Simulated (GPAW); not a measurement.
# Sn: single point with PBE

The system is Sn.

```
CELL_PARAMETERS angstrom
0.00000 3.23334 3.23334
3.23334 0.00000 3.23334
3.23334 3.23334 0.00000
ATOMIC_POSITIONS crystal
Sn 0.75000 0.75000 0.75000
Sn 0.50000 0.50000 0.50000
```

This isn't the form of Sn at room conditions, which is tetragonal (white tin).

```
Program             : GPAW 26.7.0
Task                : single point
Functional          : PBE
Potentials or basis : GPAW PAW data sets (gpaw-data 1.2.1)
Cutoff              : 600 eV
Basis               : pw
k mesh              : 7 × 7 × 7
Occupations         : gaussian, width 0.018 eV
Spin                : no spin polarisation
Maxiter             : 150
```

| Item | Value |
| --- | --- |
| Pressure | 3.5 GPa |
| Band gap on the k mesh | none (metal or under the smearing width) |

Levels at points of the mesh, in eV from the Fermi level:
```tsv
k point	band 12	band 13	band 14	band 15	band 16	band 17
(0.00, 0.00, 0.00)	-0.59	0.03	0.03	0.03	2.11	2.11
```

Wall time 17 s on 1 thread of Arm Neoverse V2 (shared host), peak memory 0.17 GiB.
